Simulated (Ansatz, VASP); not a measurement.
# CuI (Marshite): VASP beside Ansatz

```
Cu I
1.0
     2.96943    2.96943    0.00000
    -2.96943    2.96943    0.00000
     0.00000    2.96943    2.96943
Cu I
1 1
Direct
  0.75000 0.25000 0.50000
  0.00000 0.00000 0.00000
```

Alike in both runs: functional LDA; k mesh 6 × 6 × 6; no spin polarisation.

Ansatz relaxed the structure, and its values are those at the end. VASP's run is a single point on that final structure, the one shown.

```csv
,VASP,Ansatz
version,VASP 6.6.1,Ansatz 0.2.0
potentials or method,"VASP PAW LDA potentials, release 64 (Cu, I)","PAW with Ansatz's default frozen-core files, scalar-relativistic"
plane-wave cutoff (eV),520,420
occupations,"gaussian, width 0.01 eV",fixed
valence electrons in the cell,18,36
```

Ansatz gave:

```
pressure (GPa) : -2.0
```

Estimate VASP's values.

pressure (GPa): -1.8.

The two sets of potentials don't hold the same shells in valence.
